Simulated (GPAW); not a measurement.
A calculation with GPAW 26.7.0 of Ge (native input, structure from a POSCAR):

Contents of run.py:

```python
from ase.io import read
from gpaw import PW
from gpaw.dft import DFT

atoms = read('POSCAR')

dft = DFT(atoms,
          mode=PW(600),
          xc='PBE',
          kpts={'size': (11, 11, 11), 'gamma': True},
          occupations={'name': 'fermi-dirac', 'width': 0.05},
          nbands=11,
          convergence={'density': 1e-05, 'energy': 1e-05},
          maxiter=150,
          txt='gpaw.txt')
print(f'Energy: {dft.calculate_energy():.6f} eV')
print('Forces (eV/A):')
print(dft.calculate_forces().round(4))
print('Stress (eV/A^3):', dft.calculate_stress().round(6))
dft.write_gpw_file('gs.gpw')
```

File POSCAR:

```
Ge
1.0
   -2.5744897190      2.5744897190      1.3974126432
    2.5744897190     -2.5744897190      1.3974126432
    2.5744897190      2.5744897190     -1.3974126432
Ge
2
Direct
    0.5000000000      0.5000000000      0.0000000000
    0.2500000000      0.7500000000      0.5000000000
```

Potentials or basis: GPAW PAW data sets (gpaw-data 1.2.1), pw.

The run is started by

```bash
$ OMP_NUM_THREADS=1 python run.py
```

This isn't the form of Ge at room conditions, which is diamond.

**Question.** Write the same calculation in another form: ASE script, structure typed inline.

**Answer.** As run:

File run.py:

```python
from ase import Atoms
from ase.dft.bandgap import bandgap
from ase.io import write
from ase.units import GPa
from gpaw import GPAW, PW

atoms = Atoms(['Ge', 'Ge'],
              cell=[[-2.574489719, 2.574489719, 1.3974126432],
                    [2.574489719, -2.574489719, 1.3974126432],
                    [2.574489719, 2.574489719, -1.3974126432]],
              scaled_positions=[[0.5, 0.5, 0.0],
                                [0.25, 0.75, 0.5]],
              pbc=True)

calc = GPAW(mode=PW(600),
            xc='PBE',
            kpts={'size': (11, 11, 11), 'gamma': True},
            occupations={'name': 'fermi-dirac', 'width': 0.05},
            nbands=11,
            convergence={'density': 1e-05, 'energy': 1e-05},
            maxiter=150,
            txt='gpaw.txt')
atoms.calc = calc
energy = atoms.get_potential_energy()
forces = atoms.get_forces()
stress = atoms.get_stress()
calc.write('gs.gpw')
write('result.traj', atoms)
print(f'Energy: {energy:.6f} eV')
print('Forces (eV/A):')
print(forces.round(4))
print('Stress (GPa):', (stress / GPa).round(3))
print('Fermi level:', round(calc.get_fermi_level(), 4), 'eV')
print(f'Gap: {bandgap(calc)[0]:.4f} eV, direct: {bandgap(calc, direct=True)[0]:.4f} eV')
```

Potentials or basis: GPAW PAW data sets (gpaw-data 1.2.1), pw.

Command:

```bash
$ OMP_NUM_THREADS=1 python run.py
```

Both were run:

|  | native input, structure from a POSCAR | ASE script, structure typed inline |
| --- | --- | --- |
| Pressure | 3.1 GPa | 3.1 GPa |
| Band gap on the k mesh | none (metal or under the smearing width) | none (metal or under the smearing width) |

Keys that steer only the numerical path or the files written may differ.
